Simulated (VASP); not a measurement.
A run of VASP 6.6.1 is set up as follows.

File INCAR:

```
SYSTEM = MgSe
PREC     = Accurate       ! precision mode
ENCUT    = 520            ! plane-wave cutoff, eV
EDIFF    = 1E-7           ! SCF threshold, eV
ISMEAR   = -1             ! smearing method
SIGMA    = 0.02           ! smearing width, eV
LREAL    = .FALSE.        ! projectors in reciprocal space
LASPH    = .TRUE.         ! aspherical terms in the spheres
NELM     = 100            ! most SCF steps
ALGO     = Normal         ! electronic algorithm
ISIF     = 2              ! what is computed and relaxed
LWAVE    = .FALSE.        ! write WAVECAR
LCHARG   = .FALSE.        ! write CHGCAR
GGA      = PE             ! functional
NBANDS   = 11             ! bands
```

The input KPOINTS:

```
regular mesh
0
G
  5 5 5
  0 0 0
```

POSCAR

```
MgSe
1.0
    0.0000000000      2.7255000000      2.7255000000
    2.7255000000      0.0000000000      2.7255000000
    2.7255000000      2.7255000000      0.0000000000
Se Mg
1 1
Direct
    0.5000000000      0.5000000000      0.5000000000
    0.0000000000      0.0000000000      0.0000000000
```

Potentials or basis: VASP PAW PBE potentials, release 64 (Se, Mg).

Launch:

```sh
$ cat potpaw_PBE.64/Se/POTCAR potpaw_PBE.64/Mg/POTCAR > POTCAR
$ mpirun -np 1 vasp_std > vasp.out
```

**Question.** Estimate the pressure.

**Answer.** 2.0 GPa.

**Question.** Estimate the band gap on the k mesh.

**Answer.** 2.20 eV, indirect (least direct gap 2.59 eV).

Caveat: an odd mesh through Γ misses points on the zone boundary, where band edges often lie.
